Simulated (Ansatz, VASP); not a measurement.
# Ti: VASP beside Ansatz

```
Ti
1.0
     1.45515    0.84013    4.84930
    -1.45515    0.84013    4.84930
     0.00000   -1.68026    4.84930
Ti
2
Direct
  0.09164 0.09164 0.09164
  0.90836 0.90836 0.90836
```

Alike in both runs: functional PBE; k mesh 9 × 9 × 9; occupations gaussian, width 0.1 eV; no spin polarisation.

Ansatz relaxed the structure, and its values are those at the end. VASP's run is a single point on that final structure, the one shown.

```csv
,VASP,Ansatz
version,VASP 6.6.1,Ansatz 0.2.0
potentials or method,"VASP PAW PBE potentials, release 64 (Ti_sv)","scalar-relativistic, plane waves, PAW"
plane-wave cutoff (eV),520,420
valence electrons in the cell,24,24
```

|  | VASP | Ansatz | Ansatz less VASP |
| --- | --- | --- | --- |
| gap on the k mesh at the Fermi level (eV) | none | none | - |
| pressure (GPa) | -0.6 | 0.1 | +0.70 |
| rms of the force components (eV/Å) | 0.017 | 0.012 | -0.0051 |

A gap of «none» marks a metal or a gap that the smearing closes. The functional is the same, so the differences come from potentials, cutoffs and numerics.
